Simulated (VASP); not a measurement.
The system is KCl (Sylvite).

```xyz
2
Lattice="0.0000 3.1465 3.1465 3.1465 0.0000 3.1465 3.1465 3.1465 0.0000" Properties=species:S:1:pos:R:3 pbc="T T T"
K     0.0000    0.0000    0.0000
Cl    3.1465    3.1465    3.1465
```

Base run:

| Item | Value |
| --- | --- |
| Program | VASP 6.6.1 |
| Functional | HSE06 |
| Potentials or basis | VASP PAW PBE potentials, release 64 (K_sv, Cl) |
| Cutoff | 520 eV |
| k mesh | 6 × 6 × 6 |
| Occupations | gaussian, width 0.02 eV |
| Spin | no spin polarisation |

Its results: band gap on the k mesh 6.52 eV, direct; pressure 0.5 GPa.

Q: The run is repeated on the same cell with these changes: functional from HSE06 to HSE03. What comes out?

A: Band gap on the k mesh 6.25 eV, direct; pressure 0.5 GPa.

Caveats: the PAW data sets were made with another functional, which shifts forces and pressure a little.

Not every run made on this cell is shown here.
